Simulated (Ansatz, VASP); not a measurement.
## One calculation of Rb, two programs

```
Rb
1.0
     0.00000    3.24293    4.58551
     3.24293    0.00000    4.58551
     3.24293    3.24293    0.00000
Rb
1
Cartesian
  0.0000 0.0000 0.0000
```

Alike in both runs: task single point; functional LDA; k mesh 12 × 12 × 12; occupations gaussian, width 0.15 eV; no spin polarisation.

```csv
,VASP,Ansatz
version,VASP 6.6.1,Ansatz 0.2.0
potentials or method,"VASP PAW LDA potentials, release 64 (Rb_sv)","scalar-relativistic, plane waves, PAW"
plane-wave cutoff (eV),520,420
valence electrons in the cell,9,9
```

|  | VASP | Ansatz | Ansatz less VASP |
| --- | --- | --- | --- |
| gap on the k mesh at the Fermi level (eV) | none | none | - |
| pressure (GPa) | -0.4 | -0.4 | 0.00 |
| largest component of the traceless stress (GPa) | 0.37 | 0.37 | -0.002 |

A gap of «none» marks a metal or a gap that the smearing closes.
